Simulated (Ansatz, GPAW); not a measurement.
# A Ga chain with one Sn atom in line: relaxation, then transmission at several levels

Wanted: T(E) of a Ga chain with one Sn atom in line at a relaxed geometry in two programs, beside the unrelaxed structure.

Calculated with GPAW 26.7.0 and Ansatz 0.2.0; Ansatz plane waves; relaxation of the junction with the lead ends held; PAW set soft_1, in the first sound run; inputs show where later runs differ.

Most raw output is cut from this account.

## Step 1: The starting structure

The cell holds 13 atoms: 12 Ga and 1 Sn. Cell: a = 9.000 Å, b = 9.000 Å, c = 33.323 Å, α = 90.0°, β = 90.0°, γ = 90.0°. Regions: left lead, 6 atoms (6 Ga); channel, 1 atom (1 Sn); right lead, 6 atoms (6 Ga). Vacuum lies along a and b. The structure is stacked along c, and the current runs across the ab planes.

## Step 2: Relaxation

Transmission follows bond lengths closely, so the atoms between the held lead ends are relaxed first, from a slightly shaken start that lets symmetry break.

Input file input.yaml:

```yaml
crystal:
  lattice:
    - [9.0, 0.0, 0.0]
    - [0.0, 9.0, 0.0]
    - [0.0, 0.0, 33.323]
  atoms:
    - { symbol: Ga, position: [0.5, 0.5, 0.0382618612] }
    - { symbol: Ga, position: [0.5, 0.5, 0.1147855835] }
    - { symbol: Ga, position: [0.5, 0.5, 0.1913093059] }
    - { symbol: Ga, position: [0.5, 0.5, 0.2678330282] }
    - { symbol: Ga, position: [0.5060891885, 0.4897388936, 0.3452192756] }
    - { symbol: Ga, position: [0.5002321241, 0.5043941667, 0.4212276469] }
    - { symbol: Sn, position: [0.5060908621, 0.5001058125, 0.4995352494] }
    - { symbol: Ga, position: [0.5019349497, 0.5014403562, 0.578798272] }
    - { symbol: Ga, position: [0.4991756539, 0.5023981356, 0.6562773304] }
    - { symbol: Ga, position: [0.5, 0.5, 0.7321669718] }
    - { symbol: Ga, position: [0.5, 0.5, 0.8086906941] }
    - { symbol: Ga, position: [0.5, 0.5, 0.8852144165] }
    - { symbol: Ga, position: [0.5, 0.5, 0.9617381388] }
kpoints:
  mp_grid: { grid: [1, 1, 3] }
hamiltonian:
  xc: pbe
  pseudopotentials: { kind: paw, azcp: { folder: soft_1 } }
scf:
  occupations: { method: fermi_dirac, width: 0.1 }
relax:
  f_tol: 0.03
  max_steps: 80
  constraints: [{ sites: [0, 1, 2, 3, 9, 10, 11, 12] }]
```

On the command line:

```console
ansatz run input.yaml --threads 4 --pin off --max-ram 8192MiB --backend cpu --events-out ev --progress --plain --runs-dir out
```

Run time: 1.8 min. Hardware: 4 threads of Intel Xeon Platinum 8488C (Sapphire Rapids), shared host; peak memory 2.9 GiB; 6.6 min of CPU time.

Step by step:

```csv
step,energy less that of the first step (eV),largest force component (eV/Å)
1,0.0000,0.1620
2,-0.0207,0.1299
3,-0.1039,0.2170
4,-0.2322,0.1694
5,-0.3222,0.1750
6,-0.3769,0.1020
7,-0.4147,0.0945
8,-0.4353,0.0410
9,-0.4515,0.0292
10,-0.4637,0.0255
11,-0.4737,0.0256
12,-0.4809,0.0215
```

The atoms that moved most (Å):

```csv
atom,dx,dy,dz,length
Sn7,0.891,-0.315,-0.033,0.946
Ga9,0.901,-0.195,-0.126,0.931
Ga5,0.789,-0.342,0.007,0.860
Ga8,0.007,-0.001,-0.169,0.169
Ga6,0.012,-0.096,0.066,0.117
```

This step gave:

```yaml
free_energy: -51404.3240 eV
smearing_term_ts: 0.7179 eV
symmetry_operations: 1
```

The relaxation lowered the energy of the cell by 0.481 eV.

## Step 3: Plane-wave reference (PBE)

Plane waves give the reference curve, free of the bias of atom-centred orbitals.

This step: Ansatz plane waves; Landauer transmission by layers, zero bias; PAW set soft_1 (Ansatz 0.2.0).

Input file input.yaml:

```yaml
crystal:
  lattice:
    - [9.0, 0.0, 0.0]
    - [0.0, 9.0, 0.0]
    - [0.0, 0.0, 33.323]
  atoms:
    - { symbol: Ga, position: [0.5, 0.5, 0.0382618612] }
    - { symbol: Ga, position: [0.5, 0.5, 0.1147855835] }
    - { symbol: Ga, position: [0.5, 0.5, 0.1913093059] }
    - { symbol: Ga, position: [0.5, 0.5, 0.2678330282] }
    - { symbol: Ga, position: [0.5937013519, 0.4517106238, 0.3454403786] }
    - { symbol: Ga, position: [0.5015178874, 0.493681626, 0.4232107251] }
    - { symbol: Sn, position: [0.6050684487, 0.4650777117, 0.4985364965] }
    - { symbol: Ga, position: [0.5027207417, 0.501374255, 0.5737383981] }
    - { symbol: Ga, position: [0.5993328012, 0.4806830519, 0.6524940036] }
    - { symbol: Ga, position: [0.5, 0.5, 0.7321669718] }
    - { symbol: Ga, position: [0.5, 0.5, 0.8086906941] }
    - { symbol: Ga, position: [0.5, 0.5, 0.8852144165] }
    - { symbol: Ga, position: [0.5, 0.5, 0.9617381388] }
kpoints:
  mp_grid: { grid: [1, 1, 3] }
hamiltonian:
  xc: pbe
  pseudopotentials: { kind: paw, azcp: { folder: soft_1 } }
scf:
  occupations: { method: fermi_dirac, width: 0.1 }
output:
  transmission:
    leads: [[0, 1]]
    e_range: [-2, 2]
    de: 0.025
    kmesh: [1, 1]
    reduced_basis: true
  write_potential: true
  write_density: true
  volumetric_format: npy
  elf: true
```

It took 65 s on 4 threads; peak memory 2.9 GiB; 3.5 min of CPU time.

This step gave:

* free energy: -51404.3239 eV
* lead level: 0 eV from the Fermi level
* transmission at the Fermi level (one spin): 0.9974
* open channels of the lead at the Fermi level (one spin): 3
* step of the potential along the lead: 36.3 meV
* offset of the lead: 0 Å
* filling of the lead less its bulk value, in size: 34.6 meV
* conductance: 1.002 G₀

One spin. Transmission, zone mean against energy, zero at the Fermi level:

```csv
energy (eV),"transmission, zone mean"
-2.000,0.0675
-1.800,0.0523
-1.600,0.0310
-1.400,0.0890
-1.200,0.0725
-1.000,0.0933
-0.800,0.240
-0.600,0.999
-0.400,0.872
-0.250,1.43
-0.200,1.09
0.000,0.997
0.200,1.09
0.400,1.40
0.600,1.82
0.800,2.15
1.000,2.42
1.200,2.57
1.400,2.65
1.600,2.71
1.800,2.74
2.000,2.77
```

One spin. Table of open channels, zone mean by energy, zero at the Fermi level:

```csv
energy (eV),"open channels, zone mean"
-2.000,1
-1.900,1
-1.800,1
-1.700,1
-1.600,1
-1.500,0
-1.400,1
-1.300,1
-1.200,1
-1.100,1
-1.000,1
-0.900,1
-0.800,1
-0.700,1
-0.600,1
-0.500,1
-0.400,1
-0.300,1
-0.200,3
-0.100,3
0.000,3
0.100,3
0.200,3
0.300,3
0.400,3
0.500,3
0.600,3
0.700,3
0.800,3
0.900,3
1.000,3
1.100,3
1.200,3
1.300,3
1.400,3
1.500,3
1.600,3
1.700,3
1.800,3
1.900,3
2.000,3
```

Crystal 0, spin -, k parallel (0, 0); distinct values, listed up to 1.5 1/Å. Table of Im kz of the slowest decaying states by energy, zero at the Fermi level:

```csv
energy (eV),decay 1 (Å⁻¹),decay 2 (Å⁻¹),decay 3 (Å⁻¹),decay 4 (Å⁻¹)
-2.000,0.643,0.644,1.14,1.27
-1.800,0.606,0.607,1.12,1.25
-1.600,0.566,0.567,1.09,1.23
-1.400,0.523,0.524,1.07,1.20
-1.200,0.475,0.476,1.04,1.18
-1.000,0.422,0.423,1.01,1.16
-0.800,0.360,0.362,0.988,1.14
-0.600,0.285,0.287,0.961,1.11
-0.400,0.179,0.182,0.932,1.09
-0.200,0.903,1.06,1.18,1.18
0.000,0.873,1.04,1.15,1.15
0.200,0.842,1.01,1.13,1.13
0.400,0.810,0.986,1.11,1.11
0.600,0.776,0.959,1.09,1.09
0.800,0.741,0.931,1.06,1.06
1.000,0.704,0.902,1.04,1.04
1.200,0.665,0.872,1.01,1.01
1.400,0.624,0.841,0.985,0.988
1.600,0.580,0.809,0.958,0.962
1.800,0.532,0.776,0.930,0.935
2.000,0.480,0.741,0.901,0.907
```

Crystal 0, spin -, k parallel (0, 0). The Re kz of states that move upwards by energy, zero at the Fermi level:

```csv
energy (eV),channel 1 (Å⁻¹),channel 2 (Å⁻¹),channel 3 (Å⁻¹)
-2.000,1.18,-,-
-1.900,1.19,-,-
-1.800,1.20,-,-
-1.700,1.21,-,-
-1.600,1.22,-,-
-1.500,-,-,-
-1.400,-1.23,-,-
-1.300,-1.21,-,-
-1.200,-1.20,-,-
-1.100,-1.19,-,-
-1.000,-1.18,-,-
-0.900,-1.17,-,-
-0.800,-1.16,-,-
-0.700,-1.16,-,-
-0.600,-1.15,-,-
-0.500,-1.14,-,-
-0.400,-1.13,-,-
-0.300,-1.12,-,-
-0.200,-1.11,0.126,0.130
-0.100,-1.10,0.201,0.204
0.000,-1.09,0.256,0.258
0.100,-1.08,0.300,0.302
0.200,-1.07,0.339,0.341
0.300,-1.06,0.374,0.376
0.400,-1.05,0.407,0.408
0.500,-1.04,0.436,0.438
0.600,-1.04,0.464,0.466
0.700,-1.03,0.491,0.492
0.800,-1.02,0.516,0.517
0.900,-1.01,0.540,0.541
1.000,-1.000,0.564,0.565
1.100,-0.991,0.586,0.587
1.200,-0.983,0.608,0.609
1.300,-0.974,0.629,0.630
1.400,-0.966,0.649,0.650
1.500,-0.957,0.669,0.670
1.600,-0.949,0.688,0.689
1.700,-0.940,0.707,0.708
1.800,-0.932,0.725,0.726
1.900,-0.924,0.744,0.744
2.000,-0.916,0.761,0.762
```

The electrostatic potential energy of an electron (with the applied field's), less the Fermi level, planar mean oscillates, so the rows of the table below give means over windows of 1.33 Å about each position, cut where the curve ends. Its first 14 maxima inside the range that stand out by 2 % of the span (Å: eV): 1.3: 3.54, 2.5: 3.63, 3.9: 3.55, 5.0: 3.62, 6.4: 3.51, 7.6: 3.53, 8.9: 3.41, 10.2: 3.48, 11.6: 3.38, 12.9: 3.56, 14.1: 3.59, 15.3: 3.73, 16.6: 2.80, 17.9: 3.72. Its first 14 minima: 0.7: 3.24, 1.9: 3.24, 3.3: 3.24, 4.4: 3.24, 5.8: 3.21, 7.0: 3.18, 8.3: 3.11, 9.5: 3.10, 11.0: 3.07, 12.1: 3.10, 13.5: 3.21, 14.7: 3.35, 16.3: 2.73, 17.0: 2.73.

Electrostatic potential energy of an electron (with the applied field's), less the Fermi level, planar mean against z; means over each step:

```csv
z (Å),"electrostatic potential energy of an electron (with the applied field's), less the Fermi level, planar mean (eV)"
0.67,3.42
2.00,3.43
3.33,3.42
4.66,3.44
5.99,3.38
7.32,3.37
8.64,3.26
9.98,3.31
11.30,3.22
12.64,3.36
13.96,3.42
15.30,3.49
16.62,2.79
17.95,3.49
19.29,3.40
20.62,3.34
21.95,3.18
23.27,3.30
24.61,3.23
25.94,3.36
27.27,3.37
28.59,3.44
29.93,3.41
31.26,3.43
32.59,3.40
```

The valence density, planar mean oscillates, so the rows of the table below give means over windows of 2.52 Å about each position, cut where the curve ends. Its maxima inside the range that stand out by 2 % of the span (Å: e/Å³): 1.3: 0.208, 3.9: 0.214, 6.4: 0.215, 8.9: 0.212, 11.6: 0.211, 14.1: 0.212, 16.6: 0.155, 19.1: 0.214, 21.8: 0.213, 24.4: 0.212, 27.0: 0.215, 29.5: 0.214, 32.0: 0.208. Its minima: 2.5: 0.0138, 5.0: 0.0139, 7.7: 0.0137, 10.2: 0.0130, 12.7: 0.0129, 15.3: 0.0175, 17.9: 0.0176, 20.4: 0.0125, 23.1: 0.0121, 25.6: 0.0136, 28.3: 0.0139, 30.8: 0.0137.

The valence density, planar mean by z; means over each step:

```csv
z (Å),"valence density, planar mean (e/Å³)"
1.26,0.0635
3.78,0.0636
6.30,0.0636
8.82,0.0634
11.34,0.0630
13.86,0.0636
16.38,0.0680
18.90,0.0645
21.42,0.0627
23.94,0.0628
26.46,0.0635
28.98,0.0635
31.50,0.0634
```

ELF in the ca plane at fractional y = 0.481, with atoms of Ga and Sn within 0.2 Å of it. It is the smooth field of the valence electrons, not physical close to the nuclei.

Values, 13 rows by 16 columns, each cell a mean:
```
0.00 0.00 0.01 0.03 0.03 0.01 0.00 0.01 0.06 0.09 0.05 0.01 0.00 0.01 0.05 0.03
0.02 0.01 0.03 0.15 0.20 0.07 0.01 0.07 0.26 0.37 0.23 0.05 0.01 0.10 0.27 0.18
0.08 0.04 0.10 0.43 0.54 0.25 0.05 0.17 0.53 0.62 0.49 0.13 0.05 0.33 0.60 0.46
0.20 0.15 0.23 0.54 0.48 0.42 0.13 0.26 0.52 0.42 0.52 0.21 0.15 0.47 0.47 0.56
0.41 0.31 0.40 0.42 0.21 0.44 0.30 0.36 0.36 0.08 0.41 0.32 0.33 0.42 0.16 0.45
0.47 0.24 0.36 0.38 0.14 0.47 0.27 0.30 0.36 0.08 0.40 0.26 0.31 0.44 0.12 0.42
0.45 0.14 0.28 0.43 0.29 0.52 0.19 0.22 0.46 0.30 0.47 0.18 0.25 0.51 0.29 0.45
0.46 0.33 0.44 0.36 0.21 0.51 0.39 0.37 0.45 0.33 0.46 0.35 0.44 0.46 0.20 0.38
0.30 0.45 0.54 0.22 0.07 0.36 0.55 0.47 0.28 0.19 0.29 0.48 0.56 0.30 0.06 0.25
0.11 0.22 0.29 0.10 0.03 0.14 0.29 0.22 0.10 0.07 0.10 0.23 0.28 0.12 0.02 0.11
0.03 0.05 0.07 0.03 0.01 0.03 0.06 0.04 0.02 0.01 0.02 0.04 0.06 0.02 0.01 0.03
0.01 0.01 0.01 0.00 0.00 0.00 0.00 0.00 0.00 0.00 0.00 0.00 0.00 0.00 0.00 0.00
0.00 0.00 0.00 0.00 0.00 0.00 0.00 0.00 0.00 0.00 0.00 0.00 0.00 0.00 0.00 0.00
```
Columns run along c (16.0 Å, from fractional 0.22 to 0.70 of the cell), rows up along a (9.0 Å). Atoms in or near the plane, at fractional coordinates: Ga at (0.27, 0.50), Ga at (0.42, 0.50), Sn at (0.50, 0.61), Ga at (0.57, 0.50), Ga at (0.65, 0.60).

Valence density in the ca plane at fractional y = 0.481, with atoms of Ga and Sn within 0.2 Å of it. It is the smooth field of the valence electrons, not physical close to the nuclei.

Ten steps, logarithmic in the rise over the least value, from '0' (0 e/Å³) to '9' (28 e/Å³), each cell a mean:
```
00000000000000000000000000000000000000000000
00000000000000000000000000000000000000000000
00000000000000000000000000000000000000000000
00000000000000000000000000000000000000000000
00000000000000000000000000000000000000000000
00000000000000000000000000000000000000000000
00000000000110000000000012210000000000111100
00000000011221100000000134431000000001233210
00000000013663110000001257752100000011587411
10112211124884211122111357752111221112699521
11136631113663111366421246642124653111476311
21259952111221112499621123321126984111122111
21248841100010011478521111111125873110000000
11123321000000001233210000000012331100000000
00011110000000000111100000000001110000000000
00000000000000000000000000000000000000000000
00000000000000000000000000000000000000000000
00000000000000000000000000000000000000000000
00000000000000000000000000000000000000000000
00000000000000000000000000000000000000000000
00000000000000000000000000000000000000000000
00000000000000000000000000000000000000000000
00000000000000000000000000000000000000000000
00000000000000000000000000000000000000000000
```
Columns run along c (16.0 Å, from fractional 0.22 to 0.70 of the cell), rows up along a (9.0 Å). Atoms in or near the plane, at fractional coordinates: Ga at (0.27, 0.50), Ga at (0.42, 0.50), Sn at (0.50, 0.61), Ga at (0.57, 0.50), Ga at (0.65, 0.60).

Electrostatic potential energy in the ca plane at fractional y = 0.481, with atoms of Ga and Sn within 0.2 Å of it. With pseudopotentials it is smooth inside the atoms' cores, unlike the true potential.

Ten even steps from '0' (-14 eV) to '9' (8 eV), each cell a mean:
```
66666666666666667777777777777777777666666666
66666666666666667777777777777777777666666666
66666666666666666777777777777777777666666666
66666666666666666677777766667777776666666666
66666666666666666667776666666677766666666666
66666666666556666666666655556666666666555666
66666666654334566666666421124666666665322456
66666666541011456666665200002566666653032145
56544455522993155544453006500454345541699415
45410014415996144101133009700331102440899614
14227822422883242288313101001314872341488324
03169961441111441699713300013318994254111144
13149951454334552499614543345416993255433455
34313313566556654133135665566531321466655665
55532235666666665422356666666653234566666666
66655556666666666655566677776665556666666666
66666666666666666666666777777666666666666666
66666666666666666666667777777766666666666666
66666666666666666666677777777776666666666666
66666666666666666667777777777777666666666666
66666666666666667777777777777777777666666666
66666666666666677777777777777777777666666666
66666666666666677777777777777777777766666666
66666666666666677777777777777777777766666666
```
Columns run along c (16.0 Å, from fractional 0.22 to 0.70 of the cell; values clipped at the 3rd and 97th percentile), rows up along a (9.0 Å). Atoms in or near the plane, at fractional coordinates: Ga at (0.27, 0.50), Ga at (0.42, 0.50), Sn at (0.50, 0.61), Ga at (0.57, 0.50), Ga at (0.65, 0.60).

T at the Fermi level is 0.997; the potential still steps by 36.3 meV from one lead period to the next, more than the program accepts for a lead, so the cell is too short for a firm reference, and the program's own error estimates apply.

(Continued in part 2 of 3.)

[Logs are printed without paths, hosts, clocks, repeated set-up lines and the standing remarks that a program may print on its own settings, such as how far it seeks lower states.]

[Hosts, paths, dates, database ids (printed as entryN), source tags and the programs' standing remarks are cut or masked in the printed files.]
